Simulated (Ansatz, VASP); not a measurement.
Given: the input of a run of VASP 6.6.1 on BaTiO3. 

INCAR

```
ALGO = Normal
EDIFF = 1E-7
EDIFFG = -0.01
ENCUT = 600
GGA = PE
IBRION = 2
ISIF = 3
ISMEAR = -1
IVDW = 13
LASPH = True
LCHARG = False
LREAL = False
LWAVE = False
NELM = 100
NSW = 40
PREC = Accurate
SIGMA = 0.05
```

The input KPOINTS:

```
k-points
0
Gamma
  7 7 7
```

Contents of POSCAR:

```
BaTiO3
1.0
    3.9998000000      0.0000000000      0.0000000000
    0.0000000000      3.9998000000      0.0000000000
    0.0000000000      0.0000000000      4.0180000000
Ba Ti O
1 1 3
Direct
    0.0000000000      0.0000000000      0.0000000000
    0.5000000000      0.5000000000      0.4900000000
    0.0000000000      0.5000000000      0.5170000000
    0.5000000000      0.0000000000      0.5170000000
    0.5000000000      0.5000000000      0.0190000000
```

Potentials or basis: VASP PAW PBE potentials, release 64 (Ba_sv, Ti_sv, O).

The run is started by

```sh
$ cat potpaw_PBE.64/Ba_sv/POTCAR potpaw_PBE.64/Ti_sv/POTCAR potpaw_PBE.64/O/POTCAR > POTCAR
$ mpirun -np 1 vasp_std > vasp.out
```

Task: Set up the same calculation for Ansatz 0.2.0. Potentials or basis there: Ansatz PAW, cutoff 420 eV.

Result: As run (cutoffs and basis follow the program's own potentials, and thresholds, step limits or extra output files can differ):

Contents of input.yaml:

```yaml
crystal:
  lattice:
    - [3.9998, 0.0, 0.0]
    - [0.0, 3.9998, 0.0]
    - [0.0, 0.0, 4.018]
  atoms:
    - { symbol: Ba, position: [0.0, 0.0, 0.0] }
    - { symbol: Ti, position: [0.5, 0.5, 0.49] }
    - { symbol: O, position: [0.0, 0.5, 0.517] }
    - { symbol: O, position: [0.5, 0.0, 0.517] }
    - { symbol: O, position: [0.5, 0.5, 0.019] }
hamiltonian:
  xc: pbe
  pseudopotentials: { kind: paw }
  dispersion: d4
kpoints:
  mp_grid: { grid: [7, 7, 7] }
scf:
  occupations: { method: fermi_dirac, width: 0.05 }
output:
  forces: true
  stress: true
relax:
  f_tol: 0.01
  max_steps: 40
  cell: { stress_tol: 0.05 }
```

Potentials or basis: Ansatz PAW.

The run is started by

```sh
$ ansatz run input.yaml --threads 2 --pin off --max-ram 5632MiB --backend cpu --events-out ev --progress --plain --runs-dir out
```

Both were run:

|  | VASP | Ansatz |
| --- | --- | --- |
| Relaxed volume | 13.14 Å³/atom | 13.01 Å³/atom |
| Relaxed cell | a = 3.984 Å, b = 3.984 Å, c = 4.140 Å, α = 90.00°, β = 90.00°, γ = 90.00° | a = 3.973 Å, b = 3.973 Å, c = 4.120 Å, α = 90.00°, β = 90.00°, γ = 90.00° |
| Space group after relaxing | P4mm (No. 99) | P4mm (No. 99) |
| Pressure after relaxing | 0.0 GPa | 0.0 GPa |

Ansatz's pressure holds a Pulay term of +0.54 GPa for its cutoff of 420 eV, which the other run lacks.

Where Ansatz's input types no cutoff or centring, it takes its own default and a Γ-centred mesh.

Pressure is positive in compression.
